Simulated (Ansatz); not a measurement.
# S on Be(0001): hop by a lattice vector of the surface, part 2 of 2

How high is the barrier for the hop by a lattice vector of the surface? Relax the two ends, then run a nudged elastic band between them. The slab cell is 2×3, 3 layers thick, and the adsorbate is set down on it by hand.

Ansatz 0.2.0; DFT PBE, plane waves, PAW, scalar-relativistic, no spin polarisation. The steps go on from the part before.

**6. The band, image by image**

The 3 inner images lie between the fixed ends 0 and 4. Energy is taken from image 0, and the path length is the program's own coordinate along the band.

| image | path (Å) | energy (eV) | S19 x y z (Å) | band force (eV/Å) |
| --- | --- | --- | --- | --- |
| 0 | 0.000 | 0.0000 | 2.29 1.34 6.21 | - |
| 1 | 0.923 | 0.2607 | 3.03 0.88 6.22 | 0.006 |
| 2* | 1.847 | 0.2758 | 3.84 0.88 6.22 | 0.011 |
| 3 | 2.333 | 0.1370 | 4.22 1.13 6.19 | 0.006 |
| 4 | 2.819 | 0.0000 | 4.58 1.34 6.21 | - |

The star marks the climbing image.

image, energy (eV) and a bar:
```
        0      0.000 
        1      0.261 ############################
        2      0.276 ##############################
        3      0.137 ###############
        4      0.000
```

How the highest energy settled:

```
iteration  highest image above image 0 (eV)  largest band force (eV/Å)
        1                            1.3449                      1.728
        2                            0.8313                      1.163
        3                            0.5123                      1.519
        4                            0.3815                      0.535
        5                            0.2599                      0.343
        6                            0.2560                      0.347
        7                            0.3082                      0.404
        8                            0.3330                      0.439
        9                            0.2785                      0.090
       10                            0.2760                      0.057
       11                            0.2758                      0.011
```

The band as a trajectory file:

```xyz
19
Lattice="4.580 0.000 0.000 3.435 5.950 0.000 0.000 0.000 15.588" Properties=species:S:1:pos:R:3 pbc="T T T" image=0 dE=0.0000
Be    0.000    0.000    1.000
Be    2.290    0.000    1.000
Be    1.145    1.983    1.000
Be    3.435    1.983    1.000
Be    2.290    3.966    1.000
Be    4.580    3.966    1.000
Be   -0.001    1.302    2.891
Be    2.288    1.310    2.767
Be    1.167    3.288    2.847
Be    3.409    3.297    2.851
Be    2.276    5.313    2.817
Be    4.591    5.315    2.836
Be   -0.003   -0.070    4.594
Be    2.286   -0.091    4.740
Be    1.109    2.034    4.698
Be    3.467    2.030    4.698
Be    2.298    3.994    4.607
Be    4.569    3.982    4.593
S     2.290    1.341    6.214
19
Lattice="4.580 0.000 0.000 3.435 5.950 0.000 0.000 0.000 15.588" Properties=species:S:1:pos:R:3 pbc="T T T" image=1 dE=0.2607
Be    0.000    0.000    1.000
Be    2.290    0.000    1.000
Be    1.145    1.983    1.000
Be    3.435    1.983    1.000
Be    2.290    3.966    1.000
Be    4.580    3.966    1.000
Be    0.022    1.306    2.861
Be    2.318    1.313    2.796
Be    1.166    3.297    2.794
Be    3.430    3.272    2.828
Be    2.272    5.299    2.847
Be    4.552    5.318    2.862
Be   -0.111    0.007    4.759
Be    2.212   -0.100    4.674
Be    1.220    2.022    4.644
Be    3.531    2.091    4.683
Be    2.307    3.958    4.573
Be    4.588    3.957    4.620
S     3.032    0.884    6.222
19
Lattice="4.580 0.000 0.000 3.435 5.950 0.000 0.000 0.000 15.588" Properties=species:S:1:pos:R:3 pbc="T T T" image=2 dE=0.2758
Be    0.000    0.000    1.000
Be    2.290    0.000    1.000
Be    1.145    1.983    1.000
Be    3.435    1.983    1.000
Be    2.290    3.966    1.000
Be    4.580    3.966    1.000
Be   -0.028    1.307    2.795
Be    2.271    1.310    2.858
Be    1.119    3.288    2.785
Be    3.444    3.284    2.841
Be    2.299    5.306    2.862
Be    4.606    5.317    2.841
Be    0.081   -0.105    4.674
Be    2.404    0.011    4.765
Be    1.072    2.025    4.631
Be    3.349    2.088    4.685
Be    2.249    3.941    4.586
Be    4.610    3.975    4.613
S     3.844    0.883    6.225
19
Lattice="4.580 0.000 0.000 3.435 5.950 0.000 0.000 0.000 15.588" Properties=species:S:1:pos:R:3 pbc="T T T" image=3 dE=0.1370
Be    0.000    0.000    1.000
Be    2.290    0.000    1.000
Be    1.145    1.983    1.000
Be    3.435    1.983    1.000
Be    2.290    3.966    1.000
Be    4.580    3.966    1.000
Be   -0.039    1.300    2.778
Be    2.251    1.292    2.883
Be    1.108    3.273    2.825
Be    3.443    3.289    2.845
Be    2.286    5.303    2.853
Be    4.588    5.305    2.817
Be    0.048   -0.135    4.672
Be    2.359   -0.033    4.674
Be    1.047    1.991    4.737
Be    3.312    2.077    4.670
Be    2.242    3.953    4.591
Be    4.596    3.981    4.605
S     4.220    1.127    6.193
19
Lattice="4.580 0.000 0.000 3.435 5.950 0.000 0.000 0.000 15.588" Properties=species:S:1:pos:R:3 pbc="T T T" image=4 dE=0.0000
Be    0.000    0.000    1.000
Be    2.290    0.000    1.000
Be    1.145    1.983    1.000
Be    3.435    1.983    1.000
Be    2.290    3.966    1.000
Be    4.580    3.966    1.000
Be   -0.002    1.310    2.767
Be    2.289    1.302    2.891
Be    1.119    3.297    2.851
Be    3.457    3.288    2.847
Be    2.301    5.315    2.836
Be    4.566    5.313    2.817
Be   -0.004   -0.091    4.740
Be    2.287   -0.070    4.594
Be    1.177    2.030    4.698
Be    3.399    2.034    4.698
Be    2.279    3.982    4.593
Be    4.588    3.994    4.607
S     4.580    1.341    6.214
```

**7. Another band, settings changed**

crystal.atoms is end A as relaxed above, and neb.final_atoms is the same geometry shifted by the lattice vector, with the slab's atoms relabelled. With 4 inner images the band has 6 in all.

Contents of input.yaml:

```yaml
crystal:
  lattice:
    - [4.58, 0.0, 0.0]
    - [3.435, 5.949595, 0.0]
    - [0.0, 0.0, 15.58843]
  atoms:
    - { symbol: Be, position: [0.0, 0.0, 0.0641501] }
    - { symbol: Be, position: [0.5, 0.0, 0.0641501] }
    - { symbol: Be, position: [0.0, 0.3333333, 0.0641501] }
    - { symbol: Be, position: [0.5, 0.3333333, 0.0641501] }
    - { symbol: Be, position: [0.0, 0.6666667, 0.0641501] }
    - { symbol: Be, position: [0.5, 0.6666667, 0.0641501] }
    - { symbol: Be, position: [-0.16448243, 0.21887528, 0.18548568] }
    - { symbol: Be, position: [0.33436889, 0.22016058, 0.17752696] }
    - { symbol: Be, position: [-0.15973246, 0.5527191, 0.18264449] }
    - { symbol: Be, position: [0.32861575, 0.55414045, 0.18290767] }
    - { symbol: Be, position: [-0.17276854, 0.89292718, 0.18071131] }
    - { symbol: Be, position: [0.33229374, 0.8933582, 0.18195597] }
    - { symbol: Be, position: [0.00828756, -0.0118289, 0.29472363] }
    - { symbol: Be, position: [0.510683, -0.01532821, 0.30404983] }
    - { symbol: Be, position: [-0.01417652, 0.34180116, 0.30139123] }
    - { symbol: Be, position: [0.5010061, 0.34128323, 0.30136953] }
    - { symbol: Be, position: [-0.00183237, 0.67136105, 0.29554421] }
    - { symbol: Be, position: [0.49564024, 0.66930013, 0.29466004] }
    - { symbol: S, position: [0.33102066, 0.22533972, 0.39862104] }
basis:
  ecutwfc: 420.0
kpoints:
  mp_grid: { grid: [5, 4, 1] }
hamiltonian:
  xc: pbe
scf:
  occupations: { method: fermi_dirac, width: 0.15 }
  lower_state_search: "off"
neb:
  images: 4
  f_tol: 0.05
  max_iterations: 17
  order_check: false
  climbing: immediate
  constraints: [{ sites: [0, 1, 2, 3, 4, 5] }]
  final_atoms:
    - { symbol: Be, position: [0.0, 0.0, 0.0641501] }
    - { symbol: Be, position: [0.5, 0.0, 0.0641501] }
    - { symbol: Be, position: [0.0, 0.3333333, 0.0641501] }
    - { symbol: Be, position: [0.5, 0.3333333, 0.0641501] }
    - { symbol: Be, position: [0.0, 0.6666667, 0.0641501] }
    - { symbol: Be, position: [0.5, 0.6666667, 0.0641501] }
    - { symbol: Be, position: [-0.16563111, 0.22016058, 0.17752696] }
    - { symbol: Be, position: [0.33551757, 0.21887528, 0.18548568] }
    - { symbol: Be, position: [-0.17138425, 0.55414045, 0.18290767] }
    - { symbol: Be, position: [0.34026754, 0.5527191, 0.18264449] }
    - { symbol: Be, position: [-0.16770626, 0.8933582, 0.18195597] }
    - { symbol: Be, position: [0.32723146, 0.89292718, 0.18071131] }
    - { symbol: Be, position: [0.010683, -0.01532821, 0.30404983] }
    - { symbol: Be, position: [0.50828756, -0.0118289, 0.29472363] }
    - { symbol: Be, position: [0.0010061, 0.34128323, 0.30136953] }
    - { symbol: Be, position: [0.48582348, 0.34180116, 0.30139123] }
    - { symbol: Be, position: [-0.00435976, 0.66930013, 0.29466004] }
    - { symbol: Be, position: [0.49816763, 0.67136105, 0.29554421] }
    - { symbol: S, position: [0.83102066, 0.22533972, 0.39862104] }
```

Started as:

```
$ ansatz run input.yaml --threads 1 --pin off --max-ram 3072MiB --backend cpu --events-out ev --progress --plain --runs-dir out
```

Standard output (excerpt; [...] marks lines left out):

```text
Warning: neb: disabling space-group detection — the band's intermediate images generally break the endpoint symmetry, so no spatial operation reduces the k-mesh or symmetrises the density, except that a semilocal band can use its path's symmetry ahead of convergence; time reversal is [...]
Warning: RAYON_NUM_THREADS=1 ignored (pool sized by the plan → 1); use --threads N
band count auto-derived: 45 (N_el = 42.0; filled up to band 21; 40 by the electrons, moments and atoms)
[...]
Pseudopotentials: kind: paw
Pseudopotential: Be, paw, valence charge 2, recommended cutoff 420 eV (normal), Be.paw.azcp
Pseudopotential: S, paw, valence charge 6, recommended cutoff 420 eV (normal), S.paw.azcp
Functional definition: PBE
[...]
NEB image 0
Crystal: 19 atoms, lattice volume = 424.771 Å³
Basis set: ecut = 420 eV, 8299 PW (Γ), exchange–correlation on 64×96×216 points (8 copies of the dense FFT grid, shifted against one another)
Bands: 45, of which v1, the nominal top of the filled ones, is band 21 counted from 1 (20 counted from 0)
[...]
SCF iter   1: F=—  HF=-2567.685342 eV  |F-HF|=—  |Δ(HF+E_count)|=         —  Δρ=2.68e-3  dr2=1.60e-1  ethr=1.77e-3  ⟨swp⟩=10.5  Hψ=3988  notcnv=0  defer=78
[...]
NSCF: frozen V_eff on 11 k-points
NEB image 5
[...]
NSCF: frozen V_eff on 11 k-points
NEB end point (image 0): max|allowed force component| = 2.396e-3 eV/Å (the criterion of neb.relax_end_points is 1.000e-2)
NEB end point (image 5): max|allowed force component| = 2.397e-3 eV/Å (the criterion of neb.relax_end_points is 1.000e-2)
NEB image 1
[...]
SCF iter   7: F=-2567.165455 eV  HF=-2567.165455 eV  |F-HF|=1.26e-8  |Δ(HF+E_count)|=   2.08e-7  Δρ=1.77e-6  dr2=2.00e-8  ethr=2.38e-10  ⟨swp⟩=5.0  Hψ=1508  notcnv=0
[...]
NEB image 2
[...]
NEB image 3
[...]
NEB image 4
[...]
NEB iter   1: max|band force component| = 5.410e0 eV/Å  barrier→ = 1.4500 eV  barrier← = 1.4500 eV  CI = image 3  Δτ_max = 0.1989 Å  (42 SCF iters)
[...]
NEB iter   2: max|band force component| = 3.854e0 eV/Å  barrier→ = 1.0442 eV  barrier← = 1.0442 eV  CI = image 3  Δτ_max = 0.1987 Å  (27 SCF iters)
[...]
NEB iter   3: max|band force component| = 2.100e0 eV/Å  barrier→ = 0.5729 eV  barrier← = 0.5729 eV  CI = image 3  Δτ_max = 0.1989 Å  (28 SCF iters)
NEB image 1
[...]
NEB image 2
[...]
NEB image 3
[...]
NEB image 4
```

**8. The output, continued: band between the two ends**

Output, continued (excerpt; [...] marks lines left out):

```text
[...]
NEB iter   4: max|band force component| = 1.693e0 eV/Å  barrier→ = 0.3533 eV  barrier← = 0.3533 eV  CI = image 3  Δτ_max = 0.2000 Å  (26 SCF iters)
[...]
NEB iter  10: max|band force component| = 5.592e-2 eV/Å  barrier→ = 0.2760 eV  barrier← = 0.2760 eV  CI = image 3  Δτ_max = 0.0569 Å  (21 SCF iters)
[...]
NEB iter  11: max|band force component| = 2.071e-2 eV/Å  barrier→ = 0.2757 eV  barrier← = 0.2757 eV  CI = image 3  Δτ_max = 0.0000 Å  (20 SCF iters)
Free energy (F): -2567.388035 eV
[...]
E sigma→0 (E₀):  -2567.197665 eV
Entropy (-TS):   -0.380740 eV (-20.039 meV/atom)
Fermi energy:    -0.195325 eV
[...]
--- Forces (eV/Å), atoms counted from 1 ---
  atom   1  Be     0.03174022    -0.11091499    -0.07638839
  atom   2  Be    -0.00048346     0.03876322     0.17214525
  atom   3  Be     0.05792649    -0.10086163     0.08223422
[...]
    - { symbol: Be, position: [-0.17028253653289369, 0.5526249942256413, 0.17866114237838995] }
    - { symbol: Be, position: [0.33776744387621976, 0.5518701604813719, 0.18213039620199253] }
    - { symbol: Be, position: [-0.16677345155919399, 0.8917892344329301, 0.18356857323960982] }
    - { symbol: Be, position: [0.3356961623520478, 0.8936962872116977, 0.18223418687247597] }
    - { symbol: Be, position: [0.031054132316475275, -0.01773235047831822, 0.2996640568102661] }
    - { symbol: Be, position: [0.5237601474631427, 0.0018809740477815748, 0.30560954164660986] }
    - { symbol: Be, position: [-0.021499591768656623, 0.340301206082268, 0.29727662656775866] }
    - { symbol: Be, position: [0.46700975425407953, 0.3515905316575198, 0.300692522089419] }
    - { symbol: Be, position: [-0.0059814400591362005, 0.6624322574807138, 0.294177185955942] }
    - { symbol: Be, position: [0.5051868139742943, 0.6682061968507396, 0.29585376487899384] }
    - { symbol: S, position: [0.7287221040180227, 0.14909920285601586, 0.3991550329664693] }
```

Run time: 14 min. Hardware: 1 thread of Arm Neoverse V1, shared host; peak memory 0.88 GiB.

**9. The band, image by image**

The 4 inner images lie between the fixed ends 0 and 5. Energy is taken from image 0, and the path length is the program's own coordinate along the band.

| image | path (Å) | energy (eV) | S19 x y z (Å) | band force (eV/Å) |
| --- | --- | --- | --- | --- |
| 0 | 0.000 | 0.0000 | 2.29 1.34 6.21 | - |
| 1 | 0.726 | 0.2192 | 2.83 0.97 6.20 | 0.006 |
| 2 | 1.453 | 0.2089 | 3.31 0.57 6.29 | 0.021 |
| 3* | 2.180 | 0.2757 | 3.85 0.89 6.22 | 0.005 |
| 4 | 2.662 | 0.1353 | 4.22 1.13 6.19 | 0.003 |
| 5 | 3.145 | 0.0000 | 4.58 1.34 6.21 | - |

The star marks the climbing image.

image, energy (eV) and a bar:
```
        0      0.000 
        1      0.219 ########################
        2      0.209 #######################
        3      0.276 ##############################
        4      0.135 ###############
        5      0.000
```

**10. What came out**

The summary covers parts 1 to 2.

```
                                quantity                                                      value
                                   end A                                    4 moves, 0.189 eV lower
            first band: barrier forwards                                                   0.276 eV
           first band: barrier backwards                                                   0.276 eV
first band: second end relative to first                                                   0.000 eV
               first band: highest image                                      2 of 0 to 4, climbing
             first band: band iterations                                                         11
first band: lowest curvatures at the top                                       -1.13 and 1.49 eV/Å²
                             second band  top 0.276 eV above image 0, 11 iterations, 4 inner images
             time, first and second band                                          19 min and 14 min
```

What this shows: In the first band: the top lies 0.28 eV above the first end, or 11 kT at room temperature; with a typical attempt rate of 10^13 per second that is roughly 10^8 events a second. The ends differ by 1 meV at most. One curvature at the top is negative and the next is not: a first-order saddle point. The second band's top agrees with the first's to 1 meV, so the changed settings hardly move the height. The value is not shown to be converged in cell size (19 atoms) or k-mesh.
